**Copper: how high must the plane-wave cutoff be?**

The sweep value is the cutoff in Ry, the highest kinetic energy of a wave in the basis. The density cutoff moves with it, at four times its value. "Energy less tightest" is the energy above that of the 105 Ry run.

Fcc copper at 11.81 Å³/atom, computed with Quantum ESPRESSO 7.5 using PBE without spin polarisation, SG15 PBE 1.2 norm-conserving pseudopotentials, a 13×13×13 k mesh and Fermi–Dirac smearing of 0.1 eV. The sweep value is the plane-wave cutoff in Ry. Energies are free energies, and the force miss is the largest component of the difference from the 105 Ry run.

| sweep density cutoff (eV) | sweep value | energy less tightest (meV/atom) | gap (eV) | force miss (eV/Å) | scf iterations |
| --- | --- | --- | --- | --- | --- |
| 1524 | 28 | 167875.7 | 0.000 | 0.000 | 11 |
| 1905 | 35 | 73597.2 | 0.000 | 0.000 | 12 |
| 2286 | 42 | 28699.2 | 0.000 | 0.000 | 11 |
| 2667 | 49 | 9916.1 | 0.000 | 0.000 | 9 |
| 3048 | 56 | 2664.4 | 0.000 | 0.000 | 9 |
| 3429 | 63 | 544.8 | 0.000 | 0.000 | 8 |
| 3810 | 70 | 74.0 | 0.000 | 0.000 | 8 |
| 4572 | 84 | 3.6 | 0.000 | 0.000 | 8 |
| 5714 | 105 | 0.0 | 0.000 | 0.000 | 8 |

**1. Why does the energy fall at every step?**

The orbitals are sums of plane waves, and the calculation picks the sum with the lowest energy. A higher cutoff adds shorter waves and keeps the old ones, so the best sum can only improve. With an unlimited cutoff any orbital shape could be built, and the energy would stop falling. The copper is the same in every row; only its description gets better.

**2. Why does copper need such short waves?**

The shortest wave measures 0.63 Å at 28 Ry and 0.36 Å at 84 Ry. The 3d orbitals of copper are compact, and so are the 3s and 3p orbitals, which are treated here as valence too. Long waves cannot draw such narrow shapes. An element whose valence electrons are only smooth s and p orbitals usually manages with a lower cutoff.

**3. The gap and the force miss are already zero at 28 Ry. Is that cutoff good enough?**

No, because both zeros hold at any cutoff. The cell has one atom, and symmetry forbids a force on it. It also has an odd number of electrons; without spin polarisation each band takes two, so a band stays partly filled and the gap is zero. Only the energy column shows the fault, and at 28 Ry it is about 168 eV per atom.

**4. How fast does the error shrink?**

Suppose the orbitals were Gaussian in shape. Their short waves would then form a Gaussian tail, and once the cutoff removes only the thin end of it, the lost energy would fall roughly as $e^{-E/E_0}$, with $E$ the cutoff and $E_0$ a constant. Each 7 Ry would then divide the error by the same number. In the table this number grows from 2.3 in the first step to 7.4 in the step to 70 Ry, then falls back to 4.5 on the way to 84 Ry. Two causes of the growth are likely, though not tested here. At low cutoffs far more than a thin tail is missing, so the simple law does not hold yet; and the pseudopotentials were optimised to suppress the shortest waves.

Two curves were fitted to the seven rows up to 70 Ry: the simple exponential and a steeper one with $E^2$ in the exponent. The steeper one follows those rows much better. At 84 Ry, outside the fit, the simple curve gives 11 meV and the steeper one 1.6 meV, while the table has 3.6 meV. The last stretch has to be computed, not extrapolated.

**5. Which digits can be trusted?**

Of the listed cutoffs, 84 Ry is the lowest that stays within 10 meV per atom of the tightest run. It needs about 1.3 times as many waves as 70 Ry, where the error is 74 meV. The zero at 105 Ry is a definition, so an accuracy of 1 meV is not established for any row. These are errors of a total energy; in a difference between two similar structures much of the error may cancel.

**6. Why does the pressure suffer more than the energy?**

The same runs give a pressure of −13 GPa at 70 Ry but +1.9 GPa at 105 Ry. The table leaves the pressures out, because the cutoff was flagged as too short for the stress in every row; even the last value is not certified. The stress formula keeps the set of waves fixed while the cell changes size. Squeezing the cell shortens every wave and so raises the effective cutoff, as $E\propto V^{-2/3}$, with $V$ the volume per atom. The energy error $\varepsilon$ then drops, and the cell seems to want to shrink.

If $\varepsilon$ depends on the cutoff but hardly on the volume, the false pressure is

$$P_\text{false}=-\frac{d\varepsilon}{dV}=\frac{2E}{3V}\,\frac{d\varepsilon}{dE}.$$

It therefore follows the slope of the energy curve, multiplied by the cutoff.

**7. Does this hold in numbers?**

Read backwards, the formula turns pressures into energy slopes. The false pressures at 49 and 56 Ry, taken relative to 105 Ry, are −737.7 and −275.6 GPa. With $V=11.81$ Å³ and 1 eV/Å³ = 160.2 GPa, the slopes are

$$\frac{3\times11.81}{2\times49}\times\frac{-737.7}{160.2}=-1.66,\qquad \frac{3\times11.81}{2\times56}\times\frac{-275.6}{160.2}=-0.544\ \text{eV/Ry}.$$

For an exponential between the two points, the energy drop is

$$7\times\frac{1.66-0.544}{\ln(1.66/0.544)}\approx7.0\ \text{eV}.$$

The table gives 7.25 eV. The output below shows agreement within about 3% for every step up to 70 Ry, which supports the assumption that the error hardly depends on volume. At 84 Ry the formula fails: the small difference left, 0.11 GPa, has the wrong sign.

**8. What happens if the cell is relaxed at 70 Ry?**

Copper's bulk modulus is roughly 140 GPa, a recalled value. In a linear estimate, a false pressure of −15 GPa would then shrink the volume by about a tenth. If the relaxation keeps its starting set of waves, the shrinkage should be clearly smaller, because squeezing the cell then raises the effective cutoff and weakens the false pressure. If the waves are chosen anew at 70 Ry for each new cell, this relief is lost. At 84 Ry the same estimate, counted from the pressure at 105 Ry, gives a swelling of less than 0.1%. If 70 Ry must be used, it is safer to compute energies at several volumes with the cutoff held fixed: the nearly constant error then mostly shifts the whole curve and should move its minimum far less. At much lower cutoffs the error is so large that even a weak dependence on volume could spoil this.

Output of the analysis:

```
Convergence (0 means not applied):
   row  cutoff_Ry  shortest_wave_A  error_factor_per_7Ry  pressure_less_tightest_GPa  energy_drop_eV  drop_from_pressure_eV
  1524         28           0.6284                   n/a                       -4849             n/a                    n/a
  1905         35            0.562                 2.281                       -2929           94.28                  95.24
  2286         42            0.513                 2.564                       -1572            44.9                   44.5
  2667         49            0.475                 2.894                      -737.7           18.78                  19.02
  3048         56           0.4443                 3.722                      -275.6           7.252                  7.015
  3429         63           0.4189                 4.891                      -78.98            2.12                  2.076
  3810         70           0.3974                 7.362                      -15.11          0.4708                 0.4566
  4572         84           0.3628                 4.534                      0.1095          0.0704                      0
  5714        105           0.3245                     0                           0          0.0036                      0
largest miss of the energy drops from pressure, up to 70 Ry, in percent: 3.269
fit of lnerr on 7 rows (ecut < 71): constant 17.58 +/- 0.65, coefficient of ecut -0.1805 +/- 0.013; rms 0.401, worst 3810 0.649, leave-one-out rms 0.654
  rows outside the fit (model, value, miss): 4572 2.426, 1.281, 1.15; 5714 -1.363, 0, -1.36
fit of lnerr on 7 rows (ecut < 71): constant 13.54 +/- 0.1, coefficient of ecut**2 -0.001849 +/- 3.5e-05; rms 0.107, worst 3810 0.181, leave-one-out rms 0.183
  rows outside the fit (model, value, miss): 4572 0.4987, 1.281, -0.782; 5714 -6.839, 0, -6.84
error at 84 Ry from the simple exponential, meV per atom: 11.32
error at 84 Ry from the steeper form, meV per atom: 1.647
pressure difference at 84 Ry expected from the mean energy slope up to 105 Ry, GPa: -0.1302
ratio of numbers of plane waves, 84 to 70 Ry: 1.315
ratio of numbers of plane waves, 105 to 84 Ry: 1.398
false volume change on relaxing at 70 Ry, rough, percent: -10.8
false volume change on relaxing at 84 Ry, rough, percent: 0.07822
```
